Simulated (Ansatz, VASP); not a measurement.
AlCu5 in VASP and in Ansatz

INCAR

```
SYSTEM = AlCu5
PREC = Accurate
ENCUT = 520
EDIFF = 1E-6
ISMEAR = 0
SIGMA = 0.1
LREAL = .False.
LASPH = .True.
NELM = 100
ALGO = Normal
ISIF = 2
LWAVE = .False.
LCHARG = .True.
GGA = PE
LELF = .True.
LVHAR = .True.
NBANDS = 38
```

KPOINTS

```
regular mesh
0
Gamma
  6 6 2
  0 0 0
```

Contents of POSCAR:

```
AlCu5
1.0
    3.0117766000      0.0000000000      0.0000000000
    0.0000000000      3.0117766000      0.0000000000
    0.0000000000      0.0000000000      8.2045450000
Al Cu
1 5
Direct
    0.0000000000      0.0000000000      0.5000000000
    0.0000000000      0.0000000000      0.8368130000
    0.5000000000      0.5000000000      0.6713940000
    0.5000000000      0.5000000000      0.3286060000
    0.0000000000      0.0000000000      0.1631870000
    0.5000000000      0.5000000000      0.0000000000
```

Input for Ansatz:

```yaml
crystal:
  lattice:
    - [3.0117766, 0.0, 0.0]
    - [0.0, 3.0117766, 0.0]
    - [0.0, 0.0, 8.204545]
  atoms:
    - { symbol: Al, position: [0.0, 0.0, 0.5] }
    - { symbol: Cu, position: [0.0, 0.0, 0.836813] }
    - { symbol: Cu, position: [0.5, 0.5, 0.671394] }
    - { symbol: Cu, position: [0.5, 0.5, 0.328606] }
    - { symbol: Cu, position: [0.0, 0.0, 0.163187] }
    - { symbol: Cu, position: [0.5, 0.5, 0.0] }
basis:
  ecutwfc: 420
kpoints:
  mp_grid: { grid: [6, 6, 2] }
hamiltonian:
  xc: pbe
scf:
  occupations: { method: gaussian, width: 0.1 }
  lower_state_search: "off"
output:
  forces: true
  stress: true
  eigenvalues: true
```

Alike in both runs: task single point; functional PBE; k mesh 6 × 6 × 2; occupations gaussian, width 0.1 eV; no spin polarisation.

```csv
,VASP,Ansatz
version,VASP 6.6.1,Ansatz 0.2.0
potentials or method,"VASP PAW PBE potentials, release 64 (Al, Cu)","scalar-relativistic, plane waves, PAW"
plane-wave cutoff (eV),520,420
valence electrons in the cell,58,98
```

Ansatz gave:

* gap on the k mesh at the Fermi level (eV): none
* pressure (GPa): 0.0
* largest component of the traceless stress (GPa): 0.93
* rms of the force components (eV/Å): 0.016

Problem. Estimate VASP's values.

Solution. gap on the k mesh at the Fermi level (eV): none; pressure (GPa): 0.4; largest component of the traceless stress (GPa): 0.80; rms of the force components (eV/Å): 0.018.

Atom by atom the forces differ by 0.003 eV/Å (rms over components). A gap of «none» marks a metal or a gap that the smearing closes. The two sets of potentials don't hold the same shells in valence.

Caveats: the k mesh is coarse (spacing up to 0.38 Å⁻¹), so the values aren't converged.
